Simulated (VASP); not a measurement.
# KI (I4mm) in VASP: notebook

The runs below take KI through single point, with PBE.

Everything below comes from runs of VASP 6.6.1. Logs are shortened: lines on timing, memory, paths and dates and some standing lists are left out, and cuts for length are marked.

## (1) The cell of the first run

The structure is tetragonal, space group I4mm (No. 107). The conventional cell has a = 4.984 Å, b = 4.984 Å, c = 7.049 Å, α = 90.00°, β = 90.00°, γ = 90.00°. K (site symmetry 4mm) is surrounded by 6 I at 3.42 to 3.62 Å. I (site symmetry 4mm) is surrounded by 6 K at 3.42 to 3.62 Å.

## (2) Single point, PBE

INCAR reads:

```
SYSTEM = KI
  PREC = Accurate
  ENCUT = 520
  EDIFF = 1E-7
  ISMEAR = 0
  SIGMA = 0.05
  LREAL = .False.
  LASPH = .True.
  NELM = 100
  ALGO = Normal
  ISIF = 2
  LWAVE = .False.
  LCHARG = .False.
  GGA = PE
  NBANDS = 15
```

KPOINTS reads:

```
regular mesh
0
Gamma
  6 6 6
  0 0 0
```

POSCAR reads:

```
KI
1.0
    0.0000000000      3.5245500000      3.5245500000
    3.5245500000      0.0000000000      3.5245500000
    3.5245500000      3.5245500000      0.0000000000
K I
1 1
Direct
    0.0000000000      0.0000000000      0.0000000000
    0.5141862082      0.5141862082      0.4858137918
```

Potentials or basis: VASP PAW PBE potentials, release 64 (K_sv, I).

Command:

```console
$ cat potpaw_PBE.64/K_sv/POTCAR potpaw_PBE.64/I/POTCAR > POTCAR
$ mpirun -np 1 vasp_std > vasp.out
```

OUTCAR:

```text
SYSTEM = KI
   PREC = Accurate
   ENCUT = 520
   EDIFF = 1E-7
   ISMEAR = 0
   LREAL = .False.
   LASPH = .True.
   NELM = 100
   ISIF = 2
   GGA = PE

 ion  position               nearest neighbor table
   1  0.000  0.000  0.000-   2 3.42   2 3.53   2 3.53   2 3.53   2 3.53   2 3.62
   2  0.514  0.514  0.486-   1 3.42   1 3.53   1 3.53   1 3.53   1 3.53   1 3.62

  LATTYP: Found a face centered cubic cell.
 ALAT       =     7.0491000000

  Lattice vectors:

 A1 = (   0.0000000000,   3.5245500000,   3.5245500000)
 A2 = (   3.5245500000,   0.0000000000,   3.5245500000)
 A3 = (   3.5245500000,   3.5245500000,   0.0000000000)

Analysis of symmetry for initial positions (statically):
=====================================================================
 Subroutine PRICEL returns:
 Original cell was already a primitive cell.

 Routine SETGRP: Setting up the symmetry group for a
 face centered cubic supercell.

 Subroutine GETGRP returns: Found  8 space group operations
 (whereof  8 operations were pure point group operations)
 out of a pool of 48 trial point group operations.

The static configuration has the point symmetry C_4v.

Analysis of symmetry for dynamics (positions and initial velocities):
=====================================================================
 Subroutine PRICEL returns:
 Original cell was already a primitive cell.

 Routine SETGRP: Setting up the symmetry group for a
 face centered cubic supercell.

 Subroutine GETGRP returns: Found  8 space group operations
 (whereof  8 operations were pure point group operations)
 out of a pool of 48 trial point group operations.

The dynamic configuration has the point symmetry C_4v.

 Subroutine INISYM returns: Found  8 space group operations
 (whereof  8 operations are pure point group operations),
 and found     1 'primitive' translations

----------------------------------------------------------------------------------------

                                     Primitive cell

  volume of cell :      87.5671

  direct lattice vectors                    reciprocal lattice vectors
     0.000000000  3.524550000  3.524550000    -0.141862082  0.141862082  0.141862082
     3.524550000  0.000000000  3.524550000     0.141862082 -0.141862082  0.141862082
     3.524550000  3.524550000  0.000000000     0.141862082  0.141862082 -0.141862082

  length of vectors
     4.984466411  4.984466411  4.984466411     0.245712333  0.245712333  0.245712333

  position of ions in fractional coordinates (direct lattice)
     0.000000000  0.000000000  0.000000000
     0.514186208  0.514186208  0.485813792

  ion indices of the primitive-cell ions
   primitive index   ion index
                 1           1
                 2           2

----------------------------------------------------------------------------------------

 KPOINTS: regular mesh

Automatic generation of k-mesh.
 Grid dimensions read from file:
 generate k-points for:    6    6    6

 Generating k-lattice:

  Cartesian coordinates                     Fractional coordinates (reciprocal lattice)
    -0.023643680  0.023643680  0.023643680     0.166666667  0.000000000  0.000000000
     0.023643680 -0.023643680  0.023643680     0.000000000  0.166666667  0.000000000
     0.023643680  0.023643680 -0.023643680     0.000000000  0.000000000  0.166666667

  Length of vectors
     0.040952056  0.040952056  0.040952056

  Shift w.r.t. Gamma in fractional coordinates (k-lattice)
     0.000000000  0.000000000  0.000000000

 Subroutine IBZKPT returns following result:
 ===========================================

 Found     30 irreducible k-points:

 Following reciprocal coordinates:
            Coordinates               Weight
  0.000000  0.000000  0.000000      1.000000
  0.166667  0.000000  0.000000      8.000000
  0.333333  0.000000  0.000000      8.000000
  0.500000  0.000000  0.000000      4.000000
  0.166667  0.166667  0.000000      2.000000
  0.000000  0.166667  0.166667      4.000000
[... 16 lines left out ...]
  0.500000  0.333333  0.166667      8.000000
  0.166667  0.500000  0.333333      8.000000
 [... further k-points ...]
   k-points           NKPTS =     30   k-points in BZ     NKDIM =     30   number of bands    NBANDS=     15
   number of dos      NEDOS =    301   number of ions     NIONS =      2
   total plane-waves  NPLWV =  64000
   dimension x,y,z NGX =    40 NGY =   40 NGZ =   40
   dimension x,y,z NGXF=    80 NGYF=   80 NGZF=   80
   ions per type =               1   1
   NGX,Y,Z   is equivalent  to a cutoff of  13.34, 13.34, 13.34 a.u.
   NGXF,Y,Z  is equivalent  to a cutoff of  26.68, 26.68, 26.68 a.u.
 SYSTEM =  KI
   PREC   = accura    normal or accurate (medium, high low for compatibility)
   ISTART =      0    job   : 0-new  1-cont  2-samecut
   ICHARG =      2    charge: 1-file 2-atom 10-const
   ISPIN  =      1    spin polarized calculation?
   LNONCOLLINEAR =      F non collinear calculations
   LSORBIT =      F    spin-orbit coupling
   LASPH  =      T    aspherical Exc in radial PAW
   ENCUT  =  520.0 eV  38.22 Ry    6.18 a.u.   9.27  9.27  9.27*2*pi/ulx,y,z
   NELM   =    100;   NELMIN=  2; NELMDL= -5     # of ELM steps
   EDIFF  = 0.1E-06   stopping-criterion for ELM
   LREAL  =      F    real-space projection
   EDIFFG = 0.1E-05   stopping-criterion for IOM
   NSW    =      0    number of steps for IOM
   IBRION =     -1    ionic relax: 0-MD 1-quasi-New 2-CG
   NFREE  =      0    steps in history (QN), initial steepest desc. (CG)
   ISIF   =      2    stress and relaxation
   ISYM   =      2    0-nonsym 1-usesym 2-fastsym
   POTIM  = 0.5000    time-step for ionic-motion
   TEBEG  =    0.0;   TEEND  =   0.0 temperature during run
   PSTRESS=    0.0 pullay stress
   NELECT =      16.0000    total number of electrons
   NUPDOWN=      -1.0000    fix difference up-down
   EMIN   =  10.00;   EMAX   =-10.00  energy-range for DOS
   EFERMI =   0.00;   METHOD = LEGACY
   ISMEAR =     0;   SIGMA  =   0.05  broadening in eV -4-tet -1-fermi 0-gaus
   EFERMI_NEDOS =   21; number of points for ismear=-14 and -15
   IALGO  =     38    algorithm
   IMIX   =      4    mixing-type and parameters
     AMIX     =   0.40;   BMIX     =  1.00
     AMIX_MAG =   1.60;   BMIX_MAG =  1.00
  volume/ion in A,a.u.               =      43.78       295.47
  Fermi-wavevector in a.u.,A,eV,Ry     =   0.928969  1.755497 11.741598  0.862983
  Thomas-Fermi vector in A             =   2.055202
   LORBIT       =      0    0 simple, 1 ext, 2 COOP (PROOUT), +10 PAW based schemes
   GGA     = PE    functional components
   LHFCALC =     F    Hartree Fock is set to
   AEXX    =    0.0000 exact exchange contribution
   IVDW    =     0    specifies the selected vdW correction
   LEPSILON=     F    determine dielectric tensor
   LRPA    =     F    only Hartree local field effects (RPA)
 non-spin polarized calculation
 Gauss-broadening in eV      SIGMA  =   0.05
  energy-cutoff  :      520.00
  volume of cell :       87.57
 maximum number of plane-waves:      2397
 NGX is ok and might be reduce to    40
   NGX = 19   NGY = 19   NGZ = 19

 number of electron      15.9999999 magnetization

 Free energy of the ion-electron system (eV)
  ---------------------------------------------------
  ext. energy  EPLUGINS =         0.00000000
  ---------------------------------------------------
  free energy    TOTEN  =        -5.54810675 eV

  energy without entropy =       -5.54810675  energy(sigma->0) =       -5.54810675

 E-fermi :  -0.0662     XC(G=0):  -7.2037

 val. band max:       -0.3816376666   @ k =   0.0000   0.0000   0.0000
 cond. band min:       3.6002025477   @ k =   0.0000   0.0000   0.0000
 fundamental gap:      3.9818402143
 Fermi energy:        -0.0661522614

 k-point     1 :       0.0000    0.0000    0.0000
  band No.  band energies     occupation
      1     -28.8667      2.00000
      2     -12.3581      2.00000
      3     -12.3554      2.00000
      4     -12.3554      2.00000
      5     -10.8909      2.00000
      6      -0.3824      2.00000
      7      -0.3816      2.00000
      8      -0.3816      2.00000
      9       3.6002      0.00000
     10       6.1195      0.00000
     11       6.1213      0.00000
     12       6.1213      0.00000
     13       6.8396      0.00000
     14       6.8537      0.00000
     15       9.4040      0.00000

 k-point     2 :       0.1667    0.0000    0.0000
  band No.  band energies     occupation
      1     -28.8661      2.00000
      2     -12.3996      2.00000
      3     -12.3570      2.00000
      4     -12.3560      2.00000
      5     -10.8158      2.00000
      6      -0.8043      2.00000
      7      -0.4728      2.00000
      8      -0.4727      2.00000
      9       4.2266      0.00000
     10       6.0362      0.00000
     11       6.4074      0.00000
     12       6.4085      0.00000
     13       7.1663      0.00000
     14       7.1837      0.00000
     15      10.2754      0.00000

 k-point     3 :       0.3333    0.0000    0.0000
  band No.  band energies     occupation
      1     -28.8651      2.00000
      2     -12.4754      2.00000
      3     -12.3583      2.00000
      4     -12.3572      2.00000
      5     -10.6731      2.00000
      6      -1.4475      2.00000
      7      -0.6418      2.00000
      8      -0.6415      2.00000
      9       4.9805      0.00000
     10       6.6513      0.00000
     11       7.1094      0.00000
     12       7.1114      0.00000
     13       8.0163      0.00000
     14       8.0384      0.00000
     15       9.3248      0.00000

 k-point     4 :       0.5000    0.0000    0.0000
  band No.  band energies     occupation
      1     -28.8645      2.00000
      2     -12.5096      2.00000
      3     -12.3589      2.00000
      4     -12.3578      2.00000
      5     -10.6044      2.00000
      6      -1.7143      2.00000
      7      -0.7205      2.00000
      8      -0.7202      2.00000
      9       5.1487      0.00000
     10       7.3251      0.00000
     11       7.7680      0.00000
     12       7.7860      0.00000
     13       8.3369      0.00000
     14       8.3662      0.00000
     15       8.9783      0.00000
[... 307 lines left out ...]
 k-point    22 :       0.0000    0.5000    0.5000
  band No.  band energies     occupation
      1     -28.8639      2.00000
      2     -12.4021      2.00000
      3     -12.3778      2.00000
      4     -12.3742      2.00000
      5     -10.7435      2.00000
      6      -1.3873      2.00000
      7      -0.7532      2.00000
      8      -0.7498      2.00000
      9       4.5526      0.00000
     10       5.4012      0.00000
     11       7.7280      0.00000
     12       8.3587      0.00000
     13       8.4643      0.00000
     14       9.2532      0.00000
     15       9.2539      0.00000

 k-point    23 :       0.5000    0.3333    0.1667
  band No.  band energies     occupation
      1     -28.8644      2.00000
      2     -12.4474      2.00000
      3     -12.3758      2.00000
      4     -12.3654      2.00000
      5     -10.6797      2.00000
      6      -1.3810      2.00000
      7      -0.8536      2.00000
      8      -0.7608      2.00000
      9       5.5018      0.00000
     10       5.9087      0.00000
     11       6.8820      0.00000
     12       8.0073      0.00000
     13       8.1611      0.00000
     14       8.4470      0.00000
     15       9.6201      0.00000

 k-point    24 :       0.1667    0.5000    0.3333
  band No.  band energies     occupation
      1     -28.8644      2.00000
      2     -12.4463      2.00000
      3     -12.3758      2.00000
      4     -12.3660      2.00000
      5     -10.6803      2.00000
      6      -1.3818      2.00000
      7      -0.8553      2.00000
      8      -0.7612      2.00000
      9       5.5072      0.00000
     10       5.9129      0.00000
     11       6.8833      0.00000
     12       8.0064      0.00000
     13       8.1583      0.00000
     14       8.4556      0.00000
     15       9.5780      0.00000

 [... further k-points ...]

------------------------ aborting loop because EDIFF is reached ----------------------------------------

  FORCE on cell =-STRESS in cart. coord.  units (eV):
  Direction    XX          YY          ZZ          XY          YZ          ZX
  --------------------------------------------------------------------------------------
  -------------------------------------------------------------------------------------
  Total        0.3806888      0.3806888      0.4668044      0.0000000     -0.0000000      0.0000000
  in kB        6.9652967      6.9652967      8.5409176      0.0000000     -0.0000000      0.0000000
  external PRESSURE =       7.4905037 kB  Pullay stress =       0.0000000 kB

 VOLUME and BASIS-vectors are now :
 -----------------------------------------------------------------------------
  energy-cutoff  :      520.00
  volume of cell :       87.57
      direct lattice vectors                 reciprocal lattice vectors
     0.000000000  3.524550000  3.524550000    -0.141862082  0.141862082  0.141862082
     3.524550000  0.000000000  3.524550000     0.141862082 -0.141862082  0.141862082
     3.524550000  3.524550000  0.000000000     0.141862082  0.141862082 -0.141862082

 POSITION                                       TOTAL-FORCE (eV/Angst)
 -----------------------------------------------------------------------------------
      0.00000      0.00000      0.00000         0.000000      0.000000      0.115761
      3.52455      3.52455      3.62455         0.000000      0.000000     -0.115761
 -----------------------------------------------------------------------------------
    total drift:                                0.000000      0.000000      0.000034

  FREE ENERGIE OF THE ION-ELECTRON SYSTEM (eV)
  ---------------------------------------------------
  free  energy   TOTEN  =        -5.5481067507 eV

  energy  without entropy=       -5.5481067507  energy(sigma->0) =       -5.54810675
```

Run time: 27 s. Hardware: 1 thread of Intel Xeon 6975P-C (Granite Rapids), shared host; peak memory 0.25 GiB.

Results:

* Free energy: -5.5481 eV
* Pressure: 0.7 GPa
* Largest force: 0.116 eV/Å
* Band gap on the k mesh: 3.98 eV, direct

Forces in eV/Å, atoms in the order of the input:
```
K    0.000  0.000  0.116
I    0.000  0.000 -0.116
```

Caveat: spin-orbit coupling is left out, which moves the levels of the heavy elements.

## (3) Single point, PBE

INCAR reads:

```
ALGO     = Fast           # electronic algorithm
EDIFF    = 1E-6           # SCF threshold, eV
ENCUT    = 520            # plane-wave cutoff, eV
GGA      = PE             # functional
ISIF     = 2              # what is computed and relaxed
ISMEAR   = 0              # smearing method
LASPH    = T              # aspherical terms in the spheres
LCHARG   = F              # write CHGCAR
LREAL    = F              # projectors in reciprocal space
LWAVE    = F              # write WAVECAR
NBANDS   = 15             # bands
NELM     = 100            # most SCF steps
PREC     = Accurate       # precision mode
SIGMA    = 0.05           # smearing width, eV
```

KPOINTS reads:

```
k-points
0
Gamma
  6 6 6
```

Edit POSCAR of step 2 so:

```diff
@@ -9,2 +9,2 @@
     0.0000000000      0.0000000000      0.0000000000
-    0.5141862082      0.5141862082      0.4858137918
+    0.4893603439      0.4893603439      0.5106396561
```

Potentials or basis: VASP PAW PBE potentials, release 64 (K_sv, I).

Command:

```console
$ cat potpaw_PBE.64/K_sv/POTCAR potpaw_PBE.64/I/POTCAR > POTCAR
$ mpirun -np 1 vasp_std > vasp.out
```

OUTCAR:

```text
EDIFF = 1E-6
   ENCUT = 520
   GGA = PE
   ISIF = 2
   ISMEAR = 0
   LASPH = T
   LREAL = F
   NELM = 100
   PREC = Accurate

 ion  position               nearest neighbor table
   1  0.000  0.000  0.000-   2 3.45   2 3.53   2 3.53   2 3.53   2 3.53   2 3.60
   2  0.489  0.489  0.511-   1 3.45   1 3.53   1 3.53   1 3.53   1 3.53   1 3.60

  LATTYP: Found a face centered cubic cell.
 ALAT       =     7.0491000000

  Lattice vectors:

[... 621 lines left out ...]

------------------------ aborting loop because EDIFF is reached ----------------------------------------

  FORCE on cell =-STRESS in cart. coord.  units (eV):
  Direction    XX          YY          ZZ          XY          YZ          ZX
  --------------------------------------------------------------------------------------
  -------------------------------------------------------------------------------------
  Total        0.3810976      0.3810976      0.4294228      0.0000000      0.0000000      0.0000000
  in kB        6.9727768      6.9727768      7.8569622      0.0000000      0.0000000      0.0000000
  external PRESSURE =       7.2675052 kB  Pullay stress =       0.0000000 kB

 VOLUME and BASIS-vectors are now :
 -----------------------------------------------------------------------------
  energy-cutoff  :      520.00
  volume of cell :       87.57
      direct lattice vectors                 reciprocal lattice vectors
     0.000000000  3.524550000  3.524550000    -0.141862082  0.141862082  0.141862082
     3.524550000  0.000000000  3.524550000     0.141862082 -0.141862082  0.141862082
     3.524550000  3.524550000  0.000000000     0.141862082  0.141862082 -0.141862082

 POSITION                                       TOTAL-FORCE (eV/Angst)
 -----------------------------------------------------------------------------------
      0.00000      0.00000      0.00000         0.000000      0.000000     -0.085530
      3.52455      3.52455      3.44955         0.000000      0.000000      0.085530
 -----------------------------------------------------------------------------------
    total drift:                                0.000000      0.000000      0.000704

  FREE ENERGIE OF THE ION-ELECTRON SYSTEM (eV)
  ---------------------------------------------------
  free  energy   TOTEN  =        -5.5506244196 eV

  energy  without entropy=       -5.5506244196  energy(sigma->0) =       -5.55062442
```

It took 24 s on 1 thread of Intel Xeon 6975P-C (Granite Rapids), shared host; peak memory 0.24 GiB.

Results:

| Property | Result |
| --- | --- |
| Free energy | -5.5506 eV |
| Pressure | 0.7 GPa |
| Largest force | 0.086 eV/Å |
| Band gap on the k mesh | 3.98 eV, direct |

Forces in eV/Å, atoms in the order of the input:
```
K    0.000  0.000 -0.086
I    0.000  0.000  0.086
```

Caveat: spin-orbit coupling is left out, which moves the levels of the heavy elements.

(Part 1 of 2 ends here.)
